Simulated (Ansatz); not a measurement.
## Electric field gradients in MgS

```xyz
4
Lattice="4.0543 0.0000 0.0000 -2.0272 3.5111 0.0000 0.0000 0.0000 6.4920" Properties=species:S:1:pos:R:3 pbc="T T T"
Mg    0.0000    2.3408   -0.0157
Mg    2.0272    1.1704    3.2303
S     0.0000    2.3408    2.4567
S     2.0272    1.1704    5.7027
```

Atoms are numbered in the order listed.

The structure comes from a relaxation in the same program, started in the wurtzite type, and has space group P6_3mc. Whether it is a known phase or the ground state wasn't checked.

All numbers are computed: DFT, PBE, all-electron PAW with datasets made for the crystal, scalar-relativistic (Ansatz 0.2.0); DFT, PBE, PAW with Ansatz's default frozen-core files, scalar-relativistic (Ansatz 0.2.0).

For the crystal-made all-electron datasets (AE datasets): a Γ-centred 12×12×7 k mesh, Fermi–Dirac smearing of 0.05 eV, cutoff 200 eV (chosen by the program for this cell), no spin polarisation. PAW takes a cutoff of 420 eV at this cell. The Ansatz runs share mesh, smearing and spin set-up.

Vzz is the principal value of largest size of the traceless field-gradient tensor, in 10²¹ V/m², and η = (Vxx − Vyy)/Vzz with |Vzz| ≥ |Vyy| ≥ |Vxx|.

```json
{"site": "Mg1", "site symmetry": "3m.", "Vzz (η), AE datasets": "0.15 (η = 0.00)", "Vzz (η), PAW": "0.14 (η = 0.00)"}
{"site": "S3", "site symmetry": "3m.", "Vzz (η), AE datasets": "-0.17 (η = 0.00)", "Vzz (η), PAW": "-0.17 (η = 0.00)"}
```
